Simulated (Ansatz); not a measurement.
Born–Oppenheimer molecular dynamics of a periodic cell of 16 atoms, Li (start crystal Li, start structure bcc, volume 1.05 times the crystal's). It goes on from the last frame of an earlier run, with new velocities.

All numbers below come from Ansatz, DFT PBE-D3(BJ), scalar-relativistic, plane waves, PAW. Settings: cutoff 420 eV, k mesh 2x2x2, fermi-dirac smearing 0.16 eV, no spin polarisation.

| Property | Result |
| --- | --- |
| ensemble | NVT, Langevin thermostat |
| time step | 1 fs |
| steps asked | 400 |
| set temperature | 1440 K |
| friction | 0.02 /fs |
| temperature schedule | 300 steps to 300 K, then 100 steps to 300 K |
| seed | 385798 |

Frames 2 fs apart, positions in Å, forces in eV/Å.

Velocities at 230.0 fs (Å/ps):

```
Li -10.28 3.23 -3.21
Li -9.59 -6.69 -5.28
Li 10.67 -7.31 6.56
Li 3.18 4.51 -19.48
Li 6.32 4.07 -0.79
Li 4.59 -13.18 8.14
Li 9.15 1.29 -0.55
Li 1.43 0.22 14.94
Li -3.41 9.45 -3.42
Li -10.55 14.87 -17.20
Li 1.16 6.73 2.53
Li 8.98 -13.61 -6.95
Li -7.13 3.54 -3.16
Li -1.02 13.18 -1.97
Li 7.59 2.93 4.40
Li -2.05 4.30 -1.62
```

```xyz
16
Lattice="7.0944 0.0000 0.0000 0.0000 7.0944 0.0000 0.0000 0.0000 7.0944" Properties=species:S:1:pos:R:3:forces:R:3 time_fs=230.0 energy_less_start_eV=-1.955 T=524
Li -0.703 -3.021 -1.192 0.42 -0.07 0.55
Li 2.170 0.243 1.183 0.19 0.19 -0.29
Li 1.715 2.724 -1.803 0.00 -0.10 0.01
Li 0.559 -0.250 3.236 -0.62 0.63 0.19
Li -0.174 0.760 -0.751 0.69 0.18 0.28
Li 3.371 4.721 0.545 0.10 0.07 -0.01
Li 5.109 0.137 1.538 0.18 0.01 0.08
Li 4.307 2.392 -0.980 0.05 -0.21 0.18
Li 0.407 4.962 1.284 -0.64 0.71 -0.40
Li 1.221 2.941 1.811 0.17 -0.94 0.16
Li 3.462 0.198 3.964 -0.28 0.16 -0.10
Li 3.870 2.664 3.131 -0.14 0.25 -0.27
Li 5.076 6.618 -1.417 -0.40 -0.17 0.33
Li 6.420 1.973 3.796 -0.09 0.09 -0.02
Li 1.869 5.106 3.757 0.53 -0.79 0.36
Li 5.495 4.910 3.923 -0.15 -0.01 -1.04
16
Lattice="7.0944 0.0000 0.0000 0.0000 7.0944 0.0000 0.0000 0.0000 7.0944" Properties=species:S:1:pos:R:3:forces:R:3 time_fs=232.0 energy_less_start_eV=-1.951 T=471
Li -0.722 -3.015 -1.199 0.45 -0.08 0.57
Li 2.152 0.226 1.168 0.25 0.22 -0.30
Li 1.734 2.712 -1.787 -0.02 -0.07 -0.01
Li 0.564 -0.243 3.202 -0.61 0.62 0.25
Li -0.159 0.770 -0.756 0.63 0.15 0.25
Li 3.381 4.695 0.564 0.11 0.11 0.00
Li 5.123 0.142 1.534 0.15 0.00 0.07
Li 4.309 2.386 -0.952 0.06 -0.22 0.17
Li 0.401 4.984 1.278 -0.65 0.71 -0.41
Li 1.200 2.969 1.776 0.19 -1.00 0.18
Li 3.463 0.216 3.970 -0.31 0.13 -0.12
Li 3.883 2.640 3.118 -0.18 0.29 -0.27
Li 5.062 6.624 -1.425 -0.35 -0.15 0.37
Li 6.416 1.999 3.792 -0.04 0.05 -0.02
Li 1.887 5.107 3.769 0.49 -0.76 0.35
Li 5.490 4.918 3.920 -0.16 0.00 -1.07
16
Lattice="7.0944 0.0000 0.0000 0.0000 7.0944 0.0000 0.0000 0.0000 7.0944" Properties=species:S:1:pos:R:3:forces:R:3 time_fs=234.0 energy_less_start_eV=-1.968 T=538
Li -0.740 -3.004 -1.201 0.46 -0.10 0.58
Li 2.135 0.205 1.149 0.31 0.25 -0.31
Li 1.751 2.702 -1.770 -0.04 -0.05 -0.02
Li 0.567 -0.242 3.174 -0.59 0.62 0.31
Li -0.144 0.781 -0.760 0.58 0.12 0.23
Li 3.392 4.673 0.581 0.11 0.14 0.00
Li 5.129 0.144 1.530 0.13 0.00 0.07
Li 4.306 2.377 -0.926 0.08 -0.22 0.15
Li 0.393 5.011 1.273 -0.66 0.67 -0.42
Li 1.181 2.987 1.741 0.20 -1.03 0.18
Li 3.468 0.241 3.978 -0.34 0.09 -0.14
Li 3.893 2.616 3.102 -0.20 0.33 -0.28
Li 5.053 6.631 -1.431 -0.32 -0.13 0.40
Li 6.410 2.026 3.788 0.01 0.02 -0.01
Li 1.905 5.095 3.786 0.45 -0.70 0.33
Li 5.481 4.931 3.914 -0.16 -0.01 -1.08
16
Lattice="7.0944 0.0000 0.0000 0.0000 7.0944 0.0000 0.0000 0.0000 7.0944" Properties=species:S:1:pos:R:3:forces:R:3 time_fs=236.0 energy_less_start_eV=-2.017 T=570
Li -0.756 -2.991 -1.196 0.46 -0.11 0.56
Li 2.125 0.186 1.127 0.36 0.27 -0.31
Li 1.767 2.696 -1.753 -0.06 -0.04 -0.02
Li 0.570 -0.235 3.148 -0.55 0.59 0.37
Li -0.128 0.792 -0.757 0.51 0.10 0.20
Li 3.401 4.651 0.602 0.11 0.16 0.01
Li 5.132 0.144 1.531 0.12 0.00 0.06
Li 4.299 2.368 -0.897 0.11 -0.21 0.14
Li 0.385 5.038 1.261 -0.64 0.62 -0.41
Li 1.162 2.998 1.709 0.19 -1.03 0.18
Li 3.469 0.274 3.991 -0.39 0.02 -0.15
Li 3.900 2.590 3.083 -0.22 0.38 -0.29
Li 5.040 6.634 -1.435 -0.27 -0.12 0.43
Li 6.407 2.055 3.784 0.04 -0.01 0.01
Li 1.926 5.072 3.802 0.40 -0.61 0.28
Li 5.477 4.943 3.898 -0.17 -0.02 -1.07
16
Lattice="7.0944 0.0000 0.0000 0.0000 7.0944 0.0000 0.0000 0.0000 7.0944" Properties=species:S:1:pos:R:3:forces:R:3 time_fs=238.0 energy_less_start_eV=-2.088 T=650
Li -0.764 -2.975 -1.185 0.44 -0.12 0.53
Li 2.122 0.168 1.100 0.39 0.29 -0.30
Li 1.782 2.684 -1.734 -0.08 -0.03 -0.02
Li 0.567 -0.228 3.124 -0.49 0.57 0.42
Li -0.113 0.805 -0.754 0.43 0.06 0.18
Li 3.412 4.632 0.625 0.11 0.18 0.02
Li 5.134 0.146 1.532 0.11 0.00 0.05
Li 4.292 2.356 -0.869 0.14 -0.20 0.13
Li 0.374 5.067 1.250 -0.62 0.56 -0.40
Li 1.135 3.006 1.683 0.19 -1.02 0.17
Li 3.466 0.307 4.013 -0.43 -0.04 -0.16
Li 3.895 2.564 3.062 -0.22 0.43 -0.30
Li 5.022 6.632 -1.436 -0.22 -0.11 0.46
Li 6.403 2.089 3.781 0.07 -0.04 0.02
Li 1.946 5.046 3.822 0.35 -0.51 0.24
Li 5.479 4.952 3.874 -0.17 -0.03 -1.03
16
Lattice="7.0944 0.0000 0.0000 0.0000 7.0944 0.0000 0.0000 0.0000 7.0944" Properties=species:S:1:pos:R:3:forces:R:3 time_fs=240.0 energy_less_start_eV=-2.179 T=677
Li -0.764 -2.965 -1.170 0.40 -0.11 0.48
Li 2.123 0.152 1.070 0.42 0.30 -0.29
Li 1.800 2.671 -1.711 -0.10 -0.01 -0.03
Li 0.563 -0.216 3.102 -0.42 0.53 0.47
Li -0.096 0.820 -0.750 0.36 0.03 0.16
Li 3.424 4.614 0.649 0.11 0.19 0.02
Li 5.134 0.153 1.531 0.10 0.00 0.04
Li 4.290 2.341 -0.844 0.17 -0.17 0.12
Li 0.354 5.099 1.238 -0.58 0.49 -0.38
Li 1.107 3.006 1.655 0.18 -0.97 0.15
Li 3.458 0.336 4.032 -0.46 -0.10 -0.17
Li 3.886 2.540 3.036 -0.21 0.47 -0.30
Li 5.002 6.638 -1.438 -0.15 -0.14 0.47
Li 6.401 2.117 3.779 0.07 -0.06 0.04
Li 1.970 5.021 3.838 0.29 -0.42 0.19
Li 5.481 4.952 3.844 -0.17 -0.02 -0.96
16
Lattice="7.0944 0.0000 0.0000 0.0000 7.0944 0.0000 0.0000 0.0000 7.0944" Properties=species:S:1:pos:R:3:forces:R:3 time_fs=242.0 energy_less_start_eV=-2.287 T=649
Li -0.762 -2.957 -1.153 0.36 -0.10 0.40
Li 2.127 0.139 1.038 0.44 0.31 -0.27
Li 1.815 2.656 -1.691 -0.11 0.01 -0.04
Li 0.554 -0.198 3.080 -0.34 0.49 0.50
Li -0.079 0.831 -0.749 0.30 0.00 0.14
Li 3.432 4.598 0.677 0.11 0.20 0.02
Li 5.140 0.165 1.528 0.08 0.00 0.04
Li 4.291 2.328 -0.825 0.19 -0.15 0.12
Li 0.328 5.133 1.223 -0.52 0.39 -0.35
Li 1.088 2.999 1.630 0.16 -0.90 0.13
Li 3.451 0.363 4.047 -0.48 -0.14 -0.18
Li 3.876 2.517 3.005 -0.20 0.49 -0.30
Li 4.981 6.641 -1.440 -0.10 -0.17 0.48
Li 6.403 2.142 3.779 0.06 -0.07 0.05
Li 1.995 4.996 3.848 0.23 -0.34 0.15
Li 5.481 4.955 3.807 -0.17 -0.02 -0.87
16
Lattice="7.0944 0.0000 0.0000 0.0000 7.0944 0.0000 0.0000 0.0000 7.0944" Properties=species:S:1:pos:R:3:forces:R:3 time_fs=244.0 energy_less_start_eV=-2.382 T=658
Li -0.755 -2.948 -1.138 0.32 -0.09 0.32
Li 2.136 0.127 1.002 0.44 0.30 -0.25
Li 1.826 2.639 -1.677 -0.10 0.03 -0.04
Li 0.537 -0.179 3.058 -0.25 0.45 0.53
Li -0.062 0.838 -0.747 0.23 -0.03 0.12
Li 3.437 4.584 0.704 0.11 0.20 0.01
Li 5.147 0.175 1.524 0.06 0.01 0.02
Li 4.294 2.320 -0.809 0.20 -0.13 0.11
Li 0.299 5.166 1.207 -0.47 0.30 -0.32
Li 1.070 2.991 1.604 0.13 -0.83 0.12
Li 3.447 0.389 4.064 -0.52 -0.19 -0.20
Li 3.870 2.493 2.980 -0.18 0.52 -0.32
Li 4.961 6.642 -1.441 -0.04 -0.20 0.48
Li 6.407 2.163 3.781 0.05 -0.06 0.06
Li 2.015 4.968 3.853 0.18 -0.26 0.11
Li 5.482 4.960 3.764 -0.17 -0.02 -0.77
16
Lattice="7.0944 0.0000 0.0000 0.0000 7.0944 0.0000 0.0000 0.0000 7.0944" Properties=species:S:1:pos:R:3:forces:R:3 time_fs=246.0 energy_less_start_eV=-2.487 T=697
Li -0.745 -2.938 -1.121 0.27 -0.08 0.23
Li 2.148 0.116 0.965 0.44 0.30 -0.21
Li 1.830 2.614 -1.668 -0.09 0.05 -0.04
Li 0.515 -0.158 3.040 -0.15 0.40 0.54
Li -0.046 0.839 -0.746 0.17 -0.06 0.10
Li 3.445 4.570 0.727 0.10 0.21 0.01
Li 5.160 0.191 1.520 0.02 0.02 0.01
Li 4.300 2.315 -0.795 0.21 -0.11 0.11
Li 0.271 5.202 1.188 -0.40 0.21 -0.28
Li 1.049 2.975 1.578 0.11 -0.74 0.10
Li 3.439 0.411 4.082 -0.53 -0.22 -0.21
Li 3.859 2.480 2.955 -0.16 0.51 -0.32
Li 4.943 6.644 -1.436 0.01 -0.24 0.47
Li 6.410 2.176 3.778 0.03 -0.04 0.08
Li 2.031 4.940 3.853 0.13 -0.19 0.08
Li 5.480 4.965 3.713 -0.16 -0.02 -0.66
16
Lattice="7.0944 0.0000 0.0000 0.0000 7.0944 0.0000 0.0000 0.0000 7.0944" Properties=species:S:1:pos:R:3:forces:R:3 time_fs=248.0 energy_less_start_eV=-2.579 T=676
Li -0.731 -2.928 -1.108 0.23 -0.08 0.14
Li 2.161 0.104 0.936 0.44 0.29 -0.19
Li 1.831 2.590 -1.658 -0.07 0.07 -0.04
Li 0.495 -0.130 3.023 -0.06 0.35 0.56
Li -0.035 0.836 -0.748 0.12 -0.07 0.08
Li 3.454 4.558 0.744 0.10 0.22 0.00
Li 5.174 0.207 1.516 -0.01 0.03 0.00
Li 4.307 2.306 -0.780 0.22 -0.08 0.10
Li 0.239 5.238 1.171 -0.34 0.11 -0.24
Li 1.035 2.955 1.551 0.09 -0.65 0.08
Li 3.434 0.430 4.101 -0.54 -0.24 -0.24
Li 3.850 2.472 2.932 -0.15 0.49 -0.31
Li 4.923 6.639 -1.425 0.05 -0.28 0.46
Li 6.417 2.193 3.767 0.00 -0.02 0.10
Li 2.044 4.911 3.853 0.09 -0.12 0.05
Li 5.470 4.965 3.662 -0.16 -0.01 -0.55
16
Lattice="7.0944 0.0000 0.0000 0.0000 7.0944 0.0000 0.0000 0.0000 7.0944" Properties=species:S:1:pos:R:3:forces:R:3 time_fs=250.0 energy_less_start_eV=-2.660 T=721
Li -0.713 -2.922 -1.089 0.18 -0.08 0.06
Li 2.173 0.096 0.904 0.44 0.28 -0.16
Li 1.823 2.569 -1.650 -0.04 0.10 -0.04
Li 0.475 -0.093 3.008 0.03 0.28 0.56
Li -0.025 0.831 -0.748 0.08 -0.09 0.06
Li 3.466 4.549 0.761 0.09 0.22 -0.01
Li 5.194 0.222 1.512 -0.06 0.04 -0.01
Li 4.311 2.293 -0.765 0.22 -0.05 0.09
Li 0.209 5.273 1.157 -0.28 0.04 -0.19
Li 1.024 2.935 1.522 0.07 -0.57 0.06
Li 3.425 0.446 4.120 -0.53 -0.26 -0.25
Li 3.840 2.463 2.908 -0.14 0.47 -0.31
Li 4.900 6.631 -1.405 0.08 -0.31 0.43
Li 6.428 2.210 3.759 -0.04 0.01 0.13
Li 2.055 4.886 3.849 0.05 -0.07 0.03
Li 5.457 4.968 3.615 -0.15 0.00 -0.45
16
Lattice="7.0944 0.0000 0.0000 0.0000 7.0944 0.0000 0.0000 0.0000 7.0944" Properties=species:S:1:pos:R:3:forces:R:3 time_fs=252.0 energy_less_start_eV=-2.727 T=804
Li -0.695 -2.913 -1.069 0.14 -0.09 -0.03
Li 2.195 0.094 0.865 0.41 0.26 -0.12
Li 1.814 2.547 -1.640 0.00 0.12 -0.04
Li 0.452 -0.056 2.998 0.13 0.21 0.55
Li -0.015 0.824 -0.744 0.02 -0.11 0.03
Li 3.479 4.543 0.776 0.08 0.23 -0.02
Li 5.217 0.237 1.506 -0.11 0.06 -0.01
Li 4.312 2.280 -0.742 0.23 -0.02 0.08
Li 0.184 5.309 1.141 -0.21 -0.02 -0.15
Li 1.011 2.918 1.497 0.05 -0.50 0.05
Li 3.417 0.463 4.136 -0.52 -0.26 -0.28
Li 3.828 2.461 2.884 -0.12 0.43 -0.30
Li 4.872 6.622 -1.387 0.11 -0.34 0.42
Li 6.442 2.226 3.752 -0.08 0.05 0.15
Li 2.067 4.858 3.847 0.01 -0.02 0.02
Li 5.443 4.979 3.568 -0.13 0.00 -0.36
```

Of the whole run (400 fs, mean temperature of the second half 478 K): The schedule's set-point averaged 395 K over the second half and the system 478 K, so it lags behind the ramp. A run of 0.4 ps of so small a system gives no equilibrium averages. Limits of this set-up: coarse k mesh.

Run time: 19 min on 1 thread of Arm Neoverse V2, on a shared host, peak memory 0.56 GiB.
